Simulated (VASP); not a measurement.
# Mg (I4/mmm) in VASP: notebook

One crystal, Mg, is run at these levels: TPSS+D3(BJ), HSEsol+D4, LDA, PBE; tasks: relaxation of the atoms, relaxation of cell and atoms.

Program: VASP 6.6.1. These are calculated values, not measurements. Logs are shortened: lines on timing, memory, paths and dates and some standing lists are left out, and cuts for length are marked.

## 1. The crystal as given

It takes space group I4/mmm (No. 139, tetragonal). Conventional cell: a = 3.672 Å, b = 3.672 Å, c = 3.359 Å, α = 90.00°, β = 90.00°, γ = 90.00°. Mg (site symmetry 4/mmm) has 10 Mg at 3.09 to 3.36 Å as nearest neighbours.

This isn't the form of Mg at room conditions, which is hcp.

## 2. Relaxation of the atoms, TPSS+D3(BJ) (volume scaled by 0.96)

run.py reads:

```python
from ase.calculators.vasp import Vasp
from ase.io import read
from ase.optimize import BFGS

atoms = read('Mg.cif', primitive_cell=True, subtrans_included=False)
calc = Vasp(
    directory='calc',
    xc='tpss',
    pp='PBE',
    setups='recommended',
    pp_version='54',
    prec='Accurate',
    encut=520,
    ediff=1e-07,
    ismear=1,
    sigma=0.2,
    lreal=False,
    lasph=True,
    nelm=100,
    algo='Normal',
    isif=2,
    lwave=False,
    lcharg=False,
    lmixtau=True,
    ivdw=12,
    kpts=[11, 11, 11],
    gamma=True,
)
atoms.calc = calc
opt = BFGS(atoms, trajectory='relax.traj')
converged = opt.run(fmax=0.02, steps=40)
print('converged:', converged)

print('energy (eV):', atoms.get_potential_energy())
print('free energy (eV):', atoms.get_potential_energy(force_consistent=True))
print('forces (eV/A):')
print(atoms.get_forces())
print('stress (eV/A^3, Voigt):', atoms.get_stress())
print('Fermi level (eV):', calc.get_fermi_level())
print('cell (A, degrees):', atoms.cell.cellpar())
print('volume (A^3):', atoms.get_volume())
print('scaled positions:')
print(atoms.get_scaled_positions())
```

Mg.cif reads:

```cif
data_Mg
_cell_length_a 3.62235578
_cell_length_b 3.62235578
_cell_length_c 3.31341318
_cell_angle_alpha 90.00000000
_cell_angle_beta 90.00000000
_cell_angle_gamma 90.00000000
_space_group_name_H-M_alt 'I4/mmm'
_space_group_name_Hall '-I 4 2'
_space_group_IT_number 139
loop_
_space_group_symop_operation_xyz
'x,y,z'
'-x,-y,-z'
'-y,x,z'
'y,-x,-z'
'-x,-y,z'
'x,y,-z'
'y,-x,z'
'-y,x,-z'
'x,-y,-z'
'-x,y,z'
'-y,-x,-z'
'y,x,z'
'-x,y,-z'
'x,-y,z'
'y,x,-z'
'-y,-x,z'
'x+1/2,y+1/2,z+1/2'
'-x+1/2,-y+1/2,-z+1/2'
'-y+1/2,x+1/2,z+1/2'
'y+1/2,-x+1/2,-z+1/2'
'-x+1/2,-y+1/2,z+1/2'
'x+1/2,y+1/2,-z+1/2'
'y+1/2,-x+1/2,z+1/2'
'-y+1/2,x+1/2,-z+1/2'
'x+1/2,-y+1/2,-z+1/2'
'-x+1/2,y+1/2,z+1/2'
'-y+1/2,-x+1/2,-z+1/2'
'y+1/2,x+1/2,z+1/2'
'-x+1/2,y+1/2,-z+1/2'
'x+1/2,-y+1/2,z+1/2'
'y+1/2,x+1/2,-z+1/2'
'-y+1/2,-x+1/2,z+1/2'
loop_
_atom_site_label
_atom_site_type_symbol
_atom_site_symmetry_multiplicity
_atom_site_Wyckoff_symbol
_atom_site_fract_x
_atom_site_fract_y
_atom_site_fract_z
_atom_site_occupancy
Mg1 Mg 2 a 0.0000000000 0.0000000000 0.0000000000 1
```

Potentials or basis: VASP PAW PBE potentials, release 54 (Mg).

Command:

```bash
$ python run.py
```

The log of the run:

```text
Step     Time          Energy          fmax
BFGS:    0 --:--:--       -5.722443        0.000000
converged: True
energy (eV): -5.72212215
free energy (eV): -5.72244302
forces (eV/A):
[[-0.  0. -0.]]
stress (eV/A^3, Voigt): [ 0.00991131  0.00991131  0.00432179 -0.         -0.         -0.        ]
Fermi level (eV): 3.01377657
cell (A, degrees): [  3.05047659   3.05047659   3.05047659 107.15484079 107.15484079
 114.21048482]
volume (A^3): 21.738411566673857
scaled positions:
[[0. 0. 0.]]
```

OUTCAR:

```text
ENCUT = 520.000000
   EDIFF = 1.00e-07
   METAGGA = TPSS
   PREC = Accurate
   ISIF = 2
   ISMEAR = 1
   NELM = 100
   IVDW = 12
   LASPH = .TRUE.
   LREAL = .FALSE.
 IVDW          = 12

 ion  position               nearest neighbor table
   1  0.000  0.000  0.000-

  LATTYP: Found a body centered tetragonal cell.
 ALAT       =     3.6223557800
 C/A-ratio  =     0.9147122429

  Lattice vectors:

 A1 = (  -1.8111778900,   1.8111778900,   1.6567065900)
 A2 = (   1.8111778900,  -1.8111778900,   1.6567065900)
 A3 = (   1.8111778900,   1.8111778900,  -1.6567065900)

Analysis of symmetry for initial positions (statically):
=====================================================================
 Subroutine PRICEL returns:
 Original cell was already a primitive cell.

 Routine SETGRP: Setting up the symmetry group for a
 body centered tetragonal supercell.

 Subroutine GETGRP returns: Found 16 space group operations
 (whereof 16 operations were pure point group operations)
 out of a pool of 16 trial point group operations.

The static configuration has the point symmetry D_4h.

Analysis of symmetry for dynamics (positions and initial velocities):
=====================================================================
 Subroutine PRICEL returns:
 Original cell was already a primitive cell.

 Routine SETGRP: Setting up the symmetry group for a
 body centered tetragonal supercell.

 Subroutine GETGRP returns: Found 16 space group operations
 (whereof 16 operations were pure point group operations)
 out of a pool of 16 trial point group operations.

The dynamic configuration has the point symmetry D_4h.

 Subroutine INISYM returns: Found 16 space group operations
 (whereof 16 operations are pure point group operations),
 and found     1 'primitive' translations

----------------------------------------------------------------------------------------

                                     Primitive cell

  volume of cell :      21.7384

  direct lattice vectors                    reciprocal lattice vectors
    -1.811177890  1.811177890  1.656706590     0.000000000  0.276063441  0.301803592
     1.811177890 -1.811177890  1.656706590     0.276063441  0.000000000  0.301803592
     1.811177890  1.811177890 -1.656706590     0.276063441  0.276063441  0.000000000

  length of vectors
     3.050476590  3.050476590  3.050476590     0.409018864  0.409018864  0.390412662

  position of ions in fractional coordinates (direct lattice)
     0.000000000  0.000000000  0.000000000

  ion indices of the primitive-cell ions
   primitive index   ion index
                 1           1

----------------------------------------------------------------------------------------

 KPOINTS: KPOINTS created by Atomic Simulation Env

Automatic generation of k-mesh.
 Grid dimensions read from file:
 generate k-points for:   11   11   11

 Generating k-lattice:

  Cartesian coordinates                     Fractional coordinates (reciprocal lattice)
     0.000000000  0.025096676  0.027436690     0.090909091  0.000000000 -0.000000000
     0.025096676  0.000000000  0.027436690     0.000000000  0.090909091 -0.000000000
     0.025096676  0.025096676  0.000000000     0.000000000  0.000000000  0.090909091

  Length of vectors
     0.037183533  0.037183533  0.035492060

  Shift w.r.t. Gamma in fractional coordinates (k-lattice)
     0.000000000  0.000000000  0.000000000

 Subroutine IBZKPT returns following result:
 ===========================================

 Found    126 irreducible k-points:

 Following reciprocal coordinates:
            Coordinates               Weight
  0.000000  0.000000  0.000000      1.000000
  0.090909  0.000000  0.000000      8.000000
  0.181818 -0.000000  0.000000      8.000000
  0.272727  0.000000  0.000000      8.000000
  0.363636  0.000000  0.000000      8.000000
  0.454545 -0.000000  0.000000      8.000000
[... 16 lines left out ...]
 -0.272727  0.181818  0.000000     16.000000
 -0.181818  0.181818  0.000000      4.000000
 [... further k-points ...]
   k-points           NKPTS =    126   k-points in BZ     NKDIM =    126   number of bands    NBANDS=      5
   number of dos      NEDOS =    301   number of ions     NIONS =      1
   total plane-waves  NPLWV =  13824
   dimension x,y,z NGX =    24 NGY =   24 NGZ =   24
   dimension x,y,z NGXF=    48 NGYF=   48 NGZF=   48
   ions per type =               1
   NGX,Y,Z   is equivalent  to a cutoff of  13.08, 13.08, 13.08 a.u.
   NGXF,Y,Z  is equivalent  to a cutoff of  26.16, 26.16, 26.16 a.u.
 SYSTEM =  unknown system
   PREC   = accura    normal or accurate (medium, high low for compatibility)
   ISTART =      0    job   : 0-new  1-cont  2-samecut
   ICHARG =      2    charge: 1-file 2-atom 10-const
   ISPIN  =      1    spin polarized calculation?
   LNONCOLLINEAR =      F non collinear calculations
   LSORBIT =      F    spin-orbit coupling
   LASPH  =      T    aspherical Exc in radial PAW
   ENCUT  =  520.0 eV  38.22 Ry    6.18 a.u.   5.67  5.67  5.67*2*pi/ulx,y,z
   NELM   =    100;   NELMIN=  2; NELMDL= -5     # of ELM steps
   EDIFF  = 0.1E-06   stopping-criterion for ELM
   LREAL  =      F    real-space projection
   EDIFFG = 0.1E-05   stopping-criterion for IOM
   NSW    =      0    number of steps for IOM
   IBRION =     -1    ionic relax: 0-MD 1-quasi-New 2-CG
   NFREE  =      0    steps in history (QN), initial steepest desc. (CG)
   ISIF   =      2    stress and relaxation
   ISYM   =      2    0-nonsym 1-usesym 2-fastsym
   POTIM  = 0.5000    time-step for ionic-motion
   TEBEG  =    0.0;   TEEND  =   0.0 temperature during run
   PSTRESS=    0.0 pullay stress
   NELECT =       2.0000    total number of electrons
   NUPDOWN=      -1.0000    fix difference up-down
   EMIN   =  10.00;   EMAX   =-10.00  energy-range for DOS
   EFERMI =   0.00;   METHOD = LEGACY
   ISMEAR =     1;   SIGMA  =   0.20  broadening in eV -4-tet -1-fermi 0-gaus
   EFERMI_NEDOS =   21; number of points for ismear=-14 and -15
   IALGO  =     38    algorithm
   IMIX   =      4    mixing-type and parameters
     AMIX     =   0.40;   BMIX     =  1.00
     AMIX_MAG =   1.60;   BMIX_MAG =  1.00
  volume/ion in A,a.u.               =      21.74       146.70
  Fermi-wavevector in a.u.,A,eV,Ry     =   0.739053  1.396608  7.431492  0.546199
  Thomas-Fermi vector in A             =   1.833123
   LORBIT       =      0    0 simple, 1 ext, 2 COOP (PROOUT), +10 PAW based schemes
   METAGGA = TPSS    functional components
   LHFCALC =     F    Hartree Fock is set to
   AEXX    =    0.0000 exact exchange contribution
   IVDW    =    12    specifies the selected vdW correction
   LEPSILON=     F    determine dielectric tensor
   LRPA    =     F    only Hartree local field effects (RPA)
 non-spin polarized calculation
 Methfessel and Paxton  Order N= 1 SIGMA  =   0.20
  energy-cutoff  :      520.00
  volume of cell :       21.74
 maximum number of plane-waves:       595
   NGX = 11   NGY = 11   NGZ = 11

 number of electron       2.0000000 magnetization

 Free energy of the ion-electron system (eV)
  ---------------------------------------------------
  ext. energy  EPLUGINS =         0.00000000
  ---------------------------------------------------
  free energy    TOTEN  =        -5.29184150 eV

  energy without entropy =       -5.29087889  energy(sigma->0) =       -5.29152063

 E-fermi :   3.0138     XC(G=0):  -8.6298

 val. band max:        2.9982202894   @ k =  -0.2727  -0.4545   0.2727
 cond. band min:       3.0568599469   @ k =   0.4545   0.3636   0.0000
 fundamental gap:      0.0586396575
 Fermi energy:         3.0137765705

 k-point     1 :       0.0000    0.0000    0.0000
  band No.  band energies     occupation
      1      -4.2197      2.00000
      2      15.2139      0.00000
      3      17.1375      0.00000
      4      17.1375      0.00000
      5      17.4369      0.00000

 k-point     2 :       0.0909    0.0000    0.0000
  band No.  band energies     occupation
      1      -4.0111      2.00000
      2      14.4345      0.00000
      3      14.9045      0.00000
      4      16.1131      0.00000
      5      16.2578      0.00000
[... 169 lines left out ...]
 k-point    24 :      -0.1818    0.1818    0.0000
  band No.  band energies     occupation
      1      -3.4617      2.00000
      2      10.2387      0.00000
      3      15.1084      0.00000
      4      15.5948      0.00000
      5      16.4654      0.00000

 [... further k-points ...]

------------------------ aborting loop because EDIFF is reached ----------------------------------------

 Edisp (eV)   -0.43060

 E8    (eV) :    -0.2771

  FORCE on cell =-STRESS in cart. coord.  units (eV):
  Direction    XX          YY          ZZ          XY          YZ          ZX
  --------------------------------------------------------------------------------------
  -------------------------------------------------------------------------------------
  Total      -0.21546    -0.21546    -0.09395     0.00000     0.00000     0.00000
  in kB     -15.87966   -15.87966    -6.92428     0.00000     0.00000     0.00000
  external pressure =      -12.89 kB  Pullay stress =        0.00 kB

 VOLUME and BASIS-vectors are now :
 -----------------------------------------------------------------------------
  energy-cutoff  :      520.00
  volume of cell :       21.74
      direct lattice vectors                 reciprocal lattice vectors
    -1.811177890  1.811177890  1.656706590     0.000000000  0.276063441  0.301803592
     1.811177890 -1.811177890  1.656706590     0.276063441  0.000000000  0.301803592
     1.811177890  1.811177890 -1.656706590     0.276063441  0.276063441  0.000000000

 POSITION                                       TOTAL-FORCE (eV/Angst)
 -----------------------------------------------------------------------------------
      0.00000      0.00000      0.00000        -0.000000      0.000000     -0.000000
 -----------------------------------------------------------------------------------
    total drift:                                0.000000      0.000000      0.000000

  FREE ENERGIE OF THE ION-ELECTRON SYSTEM (eV)
  ---------------------------------------------------
  free  energy   TOTEN  =        -5.7224430182 eV

  energy  without entropy=       -5.7214804107  energy(sigma->0) =       -5.72212215
```

INCAR:

```text
ENCUT = 520.000000
SIGMA = 0.200000
EDIFF = 1.00e-07
ALGO = Normal
METAGGA = TPSS
PREC = Accurate
ISIF = 2
ISMEAR = 1
NELM = 100
IVDW = 12
LASPH = .TRUE.
LCHARG = .FALSE.
LWAVE = .FALSE.
LMIXTAU = .TRUE.
LREAL = .FALSE.
```

Run time: 69 s. Hardware: 1 thread of Intel Xeon Platinum 8488C (Sapphire Rapids), shared host; peak memory 0.16 GiB.

What came out:

```yaml
Free_energy: -5.7224 eV
Pressure_after_relaxing: -1.3 GPa
Band_gap_on_the_k_mesh: none (metal or under the smearing width)
Dispersion_energy_per_atom: -0.431 eV
```

Final structure:
```
Mg
1.0
    -1.81118    1.81118    1.65671
     1.81118   -1.81118    1.65671
     1.81118    1.81118   -1.65671
Mg
1
Direct
  0.00000 0.00000 0.00000
```

Levels at points of the mesh, in eV from the Fermi level:
| k point | band 1 | band 2 | band 3 | band 4 | band 5 |
| --- | --- | --- | --- | --- | --- |
| (0.00, 0.00, 0.00) | -7.23 | 12.20 | 14.12 | 14.12 | 14.42 |

Caveat: the relaxation stopped at its first step, so nothing moved; the PAW data sets were made with another functional, which shifts forces and pressure a little; pairwise dispersion overbinds metals, which lowers pressure and volume.

(Part 1 of 2 ends here.)
